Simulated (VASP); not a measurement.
Write the native input for VASP 6.6.1 that does the following.

| Property | Result |
| --- | --- |
| Task | dielectric tensor |
| Functional | PBEsol |
| Potentials or basis | VASP PAW PBE potentials, release 64 (Ga_d, P) |
| Cutoff | 600 eV |
| k mesh | 14 × 14 × 14 |
| Occupations | gaussian, width 0.03 eV |
| Spin | no spin polarisation |
| Monkhorst-Pack mesh | yes |
| Further INCAR settings | ALGO = Fast; EDIFF = 1e-08 |

The structure of GaP lies in POSCAR:

```
GaP                                     
1.0
    0.0000000000      2.7184163015      2.7184163015
    2.7184163015      0.0000000000      2.7184163015
    2.7184163015      2.7184163015      0.0000000000
  Ga              P             
     1     1
Direct
     0.0000000000000000    0.0000000000000000    0.0000000000000000
     0.2500000000000000    0.2500000000000000    0.2500000000000000
```

The input as run:

INCAR

```
PREC = Accurate ; ENCUT = 600
EDIFF = 1E-8 ; ISMEAR = 0
SIGMA = 0.03 ; LREAL = F
LASPH = T ; NELM = 80
ALGO = Fast ; ISIF = 2
LWAVE = F ; LCHARG = F
GGA = PS ; LEPSILON = T
```

KPOINTS

```
Automatic mesh
0
Monkhorst-Pack
  14 14 14
```

Potentials or basis: VASP PAW PBE potentials, release 64 (Ga_d, P).

The run is started by

```console
$ cat potpaw_PBE.64/Ga_d/POTCAR potpaw_PBE.64/P/POTCAR > POTCAR
$ mpirun -np 1 vasp_std > vasp.out
```

Results of the run:

```yaml
Electronic_dielectric_tensor_diagonal: 10.60
Born_charges_mean_of_the_diagonal: Ga +2.13; P -2.13 e
```

Wall time 46 min on 1 thread of Intel(R) Xeon(R) Platinum 8259CL CPU @ 2.50GHz (Skylake/Cascade Lake) (shared host), peak memory 2 GiB.
